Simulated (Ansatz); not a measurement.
A run of Ansatz 0.2.0:

Contents of input.yaml:

```yaml
crystal:
  lattice:
    - [0.0, 2.72525, 2.72525]
    - [2.72525, 0.0, 2.72525]
    - [2.72525, 2.72525, 0.0]
  atoms:
    - { symbol: Ga, position: [0.0, 0.0, 0.0] }
    - { symbol: P, position: [0.75, 0.75, 0.75] }
hamiltonian:
  xc: hf
  pseudopotentials: { kind: paw }
kpoints:
  mp_grid: { grid: [4, 4, 4] }
  band_path:
    path:
      - [[0.0, 0.0, 0.0], [0.5, 0.0, 0.5], [0.5, 0.25, 0.75], [0.375, 0.375, 0.75], [0.0, 0.0, 0.0], [0.5, 0.5, 0.5], [0.625, 0.25, 0.625], [0.5, 0.25, 0.75], [0.5, 0.5, 0.5], [0.375, 0.375, 0.75]]
      - [[0.625, 0.25, 0.625], [0.5, 0.0, 0.5]]
    npoints: 4
scf:
  occupations: { method: fermi_dirac, width: 0.05 }
  n_extra_bands: 6
output:
  forces: true
  stress: true
  eigenvalues: true
  fatbands: false
  write_density: true
  write_potential: true
  elf: true
  volumetric_format: npy
```

Potentials or basis: Ansatz PAW.

Launch:

```bash
$ ansatz run input.yaml --threads 2 --pin off --max-ram 5632MiB --backend cpu --events-out ev --progress --plain --runs-dir out
```

Hardware: 2 threads of Intel(R) Xeon(R) Processor @ 2.50GHz (Skylake/Cascade Lake) (shared host).

**Question.** How long does it take, and how much memory?

**Answer.** It took 2.2 min on 2 threads of Intel(R) Xeon(R) Processor @ 2.50GHz (Skylake/Cascade Lake), with other jobs on the host, peak memory 0.59 GiB. Counts: scf iterations 20, plane waves 749, k points 8, bands 15.
